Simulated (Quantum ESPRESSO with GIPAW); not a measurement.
# 75As and 11B NMR shieldings of BAs (F-43m) under isotropic strain of up to 1.5 %, GIPAW with PBEsol

I calculate the isotropic 75As and 11B shieldings of BAs at seven equal-axis strains between −1.5 % and +1.5 %, and measure every change against the unstrained crystal at the same level.

The brief I set is a strain sensor read by NMR. It must flag an isotropic linear strain of 0.5 %, stretched or compressed, and tell the two signs apart. A line counts as displaced when it has moved by at least 5 ppm from its place in the unstrained crystal, and I allow 1 ppm of error in reading its position. The same limits apply to both nuclei, so the choice to be made is which nucleus to observe. Since only displacements matter, no reference compound is needed: a fall in shielding $\sigma$ is read as an equal rise in shift $\delta$.

## Computational details

One crystal, BAs (F-43m) (known phase), strained from its starting cell (the cell of the entry); all shielding runs share files, cutoffs and k divisions. Shieldings by GIPAW with PBEsol in Quantum ESPRESSO with gipaw.x (a patched development version 8.0), plane-wave PAW files from pslibrary 1.0.0 recipes, scalar-relativistic cores, no spin-orbit coupling, no spin; in these runs cutoffs 55 Ry, k spacing 0.19 Å⁻¹ (2π included) or finer. The macroscopic shape term was treated afterwards and alike for all rows, whichever way its switch stood in a run: any printed term was subtracted, and where a column says so that of a sphere was added from the printed susceptibility. Static atoms. The first shell of a cation holds the anions within 1.2 times its shortest bond (1.3 for large cations, and wider where that leaves a large cation fewer than four or five); that of an anion holds the cations whose shells include it; covalently bonded atoms count in both. k meshes of the tabled runs: 12×12×12. The same in all rows: atomic positions in the strained cell: fractional positions of the starting cell.

Notes on method and selection:

- Shielding and shift run in opposite directions: δ ≈ σ(reference) − σ.
- Static lattice: no motional averaging.
- Of the rows, the total energy is lowest at +0 % strain; zero strain is the starting cell.
- These shielding methods need a band gap: all members are semiconductors or insulators at this level. The paramagnetic part grows as the gap narrows, and semilocal functionals make gaps too small. Runs that missed the f-sum rule by more than 0.015 electrons for each three atoms, or whose printed susceptibility was strongly positive, were left out.
- Runs that did not converge, have known faults or may not be shown are not listed, and runs on Ansatz's PAW sets soft_1 and soft_2 are kept to separate tables.

Columns:

- strain (%): linear strain, positive for tension: equal strain along all axes.
- bond length (Å): mean distance from As to its first shell.
- σ(75As) (ppm): isotropic 75As shielding (AsB4, atom 1 of the cell), absolute scale, with the macroscopic shape term taken out.
- σ(11B) (ppm): the same for 11B (BAs4, atom 2).

Input lines of one member:

```
&inputgipaw
  job = 'nmr'
  prefix = 'x'
  tmp_dir = './tmp/'
  restart_mode = 'from_scratch'
  verbosity = 'low'
  q_gipaw = 0.01
  spline_ps = .true.
  conv_threshold = 1.0d-11
  use_nmr_macroscopic_shape = .false.
  pawproj(1) = .true.
  pawproj(2) = .true.
/
```

Command (options for logging and memory left out): `mpirun -np 4 gipaw.x -in nmr.in > nmr.out`

## Numbers

| member | strain (%) | bond length (Å) | σ(75As) (ppm) | σ(11B) (ppm) |
| --- | --- | --- | --- | --- |
| −1.5 % | −1.500 | 2.0375 | 1522.37 | 114.02 |
| −1.12 % | −1.125 | 2.0452 | 1513.13 | 112.10 |
| −0.75 % | −0.750 | 2.0530 | 1503.54 | 110.17 |
| unstrained | 0.000 | 2.0685 | 1483.25 | 106.30 |
| +0.375 % | 0.375 | 2.0763 | 1472.53 | 104.35 |
| +0.75 % | 0.750 | 2.0840 | 1461.44 | 102.40 |
| +1.5 % | 1.500 | 2.0995 | 1438.04 | 98.47 |

Least-squares fits to the whole series, with x = strain (%); R² and errors in the fitted variable (y, or ln y where the fit is in ln y):

| y | members | fit | R² | rms residual | leave-one-out rms | the same for the mean of the others |
| --- | --- | --- | --- | --- | --- | --- |
| σ(75As) (ppm) | 7 | y = 1481.9 − 27.977 x | 1.00 | 1.2 | 2.0 | 33 |
| σ(11B) (ppm) | 7 | y = 106.275 − 5.18081 x | 1.00 | 0.021 | 0.035 | 6.0 |

## Mechanism

Both shieldings fall at every step from compression to tension. Between −0.75 % and +0.75 % the slope for 75As is (1461.44 − 1503.54) / 1.5 = −28.07 ppm per percent of strain, and for 11B it is (102.40 − 110.17) / 1.5 = −5.18 ppm per percent. Arsenic is thus 28.07 / 5.18 = 5.42 times as responsive on the ppm scale.

The 75As change comes almost wholly through the paramagnetic part, for which the simplest form is $\sigma_p \propto -\langle r^{-3}\rangle_p/\Delta E$. Here $\langle r^{-3}\rangle_p$ weighs the valence p orbitals near the nucleus and $\Delta E$ is a mean energy between bonding and antibonding states. Longer bonds overlap less, $\Delta E$ shrinks, and the negative term grows, which gives the observed sign. If $\Delta E$ goes as the inverse square of the bond length, 1 % of strain changes $\sigma_p$ by about 2 %. The slope then implies a paramagnetic part of about −28 / 0.02 = −1400 ppm, a reasonable order for arsenic in covalent bonds.

That law fails for the curvature. The 75As slope steepens from −25.11 ppm per percent between the compressed rows at −1.5 % and −0.75 % to −31.20 between +0.75 % and +1.5 %, a factor of 31.20 / 25.11 = 1.24, where the inverse square would give only about 1.02. Excitations of lower energy that soften faster on stretching are a possible cause.

For 11B most of the change sits in the bare part, the response of the smooth valence electrons. This is a division made by the method and contains both diamagnetic and paramagnetic currents. Thinner valence charge and a smaller $\Delta E$ would both lower the shielding on stretching, and I cannot assign their shares.

## Exceptions

Largest departures from the fit to the whole series:

| member | σ(75As) (ppm) | fit | computed − fit | in rms residuals |
| --- | --- | --- | --- | --- |
| +1.5 % | 1438.04 | 1439.93 | −1.89 | 1.6 |
| −1.5 % | 1522.37 | 1523.87 | −1.50 | 1.3 |
| unstrained | 1483.25 | 1481.90 | +1.35 | 1.1 |
| +0.375 % | 1472.53 | 1471.41 | +1.12 | 1.0 |

The largest departures from the straight line for 75As are −1.89 ppm at +1.5 % and −1.50 ppm at −1.5 %, with positive residuals around zero strain. This is the pattern of a smooth bend, and I see no reason to distrust either end row. With $x$ the strain in percent, I replace the line by

$$\sigma(^{75}\mathrm{As}) = 1483.25 - 28.07\,x - 1.35\,x^2 \ \text{ppm}.$$

The first two coefficients are the unstrained value and the slope found above. The third is the curvature from the rows at ±0.75 %, ((1461.44 + 1503.54) / 2 − 1483.25) / (0.75 × 0.75) = −1.35. Held against all seven rows, the rule misses by at most 0.07 ppm and typically by 0.03 ppm, while the mean of the other members misses by 33 ppm.

For 11B the straight line already has an rms residual of only 0.021 ppm, and I read nothing into what remains. Such smoothness speaks for the differences between rows; an error common to all of them would not show in it.

## Selection

I first screen the strained rows by their displacement from the unstrained crystal. For 75As every one passes the 5 ppm limit, the smallest displacement being 1483.25 − 1472.53 = 10.72 ppm at +0.375 %. For 11B only −1.5 %, −1.125 % and +1.5 % pass, with 7.72, 5.80 and 7.83 ppm; the rows at −0.75 % and +0.75 % reach just 3.87 and 3.90 ppm.

At the required 0.5 %, the quadratic rule gives 75As a shielding change of −28.07 × 0.5 − 1.35 × 0.5 × 0.5 = −14.4 ppm in tension and 28.07 × 0.5 − 1.35 × 0.5 × 0.5 = 13.7 ppm in compression, so the direction of the move tells the sign of the strain. For 11B the change is 5.18 × 0.5 = 2.59 ppm in size.

The sensor's own unit is strain, obtained near zero from $|x| = |\Delta\delta|/|s|$, with $s$ the slope in ppm per percent. A 5 ppm displacement reveals 5 / 28.07 = 0.18 % with 75As and 5 / 5.18 = 0.97 % with 11B. The 1 ppm reading error corresponds to 1 / 28.07 = 0.036 % and 1 / 5.18 = 0.19 %.

For the level's own error I allow roughly 20 % on either slope. A semilocal gap that is too small tends to exaggerate the paramagnetic part, so the 75As slope is more likely too steep than too shallow. Reduced by a fifth, the weaker 75As displacement is still 0.8 × 13.7 = 11.0 ppm; raised by a fifth, that of 11B is only 1.2 × 2.59 = 3.1 ppm. Neither verdict changes.

My pick is 75As, and 11B is the runner-up, usable if the brief is relaxed to strains of about 1.2 %, where 5.18 × 1.2 = 6.2 ppm clears the limit with the reading error included. Judged by strain resolution alone, the order would reverse if the 75As line position were uncertain by more than 5.42 times that of 11B in ppm. This could happen in a defective crystal, because 75As has much the larger quadrupole moment and its line broadens more where the tetrahedral symmetry is disturbed.

## Summary

Between −1.5 % and +1.5 % of isotropic strain, tension moves both lines to higher shift, by about 28 ppm per percent for 75As and 5.2 for 11B. A straight line serves for 11B, while 75As needs the quadratic term towards the ends.

The effect most likely to exceed all this in a real device is strain that differs between axes, as in a film on a substrate. It creates an electric field gradient at both nuclei. The 75As satellite lines then split off to both sides, and with the large quadrupole moment I expect this splitting to outweigh the isotropic displacement easily. The whole 75As range of the table, 84 ppm, is only about 6 kHz in a field of 10 T. The sensor should therefore follow the central line, and even that acquires a second-order quadrupole shift.

[Logs are printed without paths, hosts, clocks, repeated set-up lines and the standing remarks that a program may print on its own settings, such as how far it seeks lower states.]
